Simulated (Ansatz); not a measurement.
# BN: moving B off its site

BN, P6_3mc, a = 2.554 Å, c = 4.227 Å (as given, not relaxed at this level: -4.7 GPa, forces to 0.02 eV/Å). This isn't the usual stable structure of the compound. Ansatz: r2SCAN, PAW, 500 eV, Γ-centred 12×12×6 mesh on 4 atoms, Gaussian smearing 0.05 eV; no spin polarisation.

```xyz
4
Lattice="2.5539 0.0000 0.0000 -1.2770 2.2118 0.0000 0.0000 0.0000 4.2269" Properties=species:S:1:pos:R:3 pbc="T T T"
B     1.2770    0.7373    4.2257
B     0.0000    1.4745    2.1123
N     1.2770    0.7373    2.6430
N     0.0000    1.4745    0.5295
```

Atom 1 (B) moves by x along the unit vector (0.000, 0.000, 1.000), with its periodic images; all else is held. y is the free energy of the cell over the start, F the force along the path summed over the moved atoms.

| x (Å) | y (meV) | F (eV/Å) |
| --- | --- | --- |
| -0.200 | ? | ? |
| -0.150 | 464.6 | 6.67 |
| -0.100 | 196.7 | 4.11 |
| -0.050 | 47.3 | 1.92 |
| 0.000 | 0.0 | 0.02 |
| 0.050 | 40.3 | -1.59 |
| 0.100 | 155.0 | -2.95 |
| 0.150 | 331.6 | -4.07 |
| 0.175 | 439.3 | -4.54 |
| 0.200 | 557.9 | -4.94 |

Fit y = c1 x + c2 x² + c3 x³ to the energies of the other rows, give the force constant, and predict energy and force of the missing row.

Least squares on the rows shown. y = −33.960 x + 17690 x² − 17957 x³. The force constant is 2 c2 = 35.4 eV/Å², for the cell as given, at -4.7 GPa (for all images moving together, not for a lone atom). The force −dy/dx at the missing row is 9.26 eV/Å (computed 9.64). At x = -0.200 the fit asked for gives 858.0 meV. The run gave 870.4 meV, so the fit is 12.4 meV too low, 1.4 % of the span of the series, against an rms of 0.8 meV on the fitted rows. The row lies outside the fitted range. With a term in x⁴ added, a fit to the same known rows predicts 867.0 meV, so most of the miss is curvature that the known rows already hold.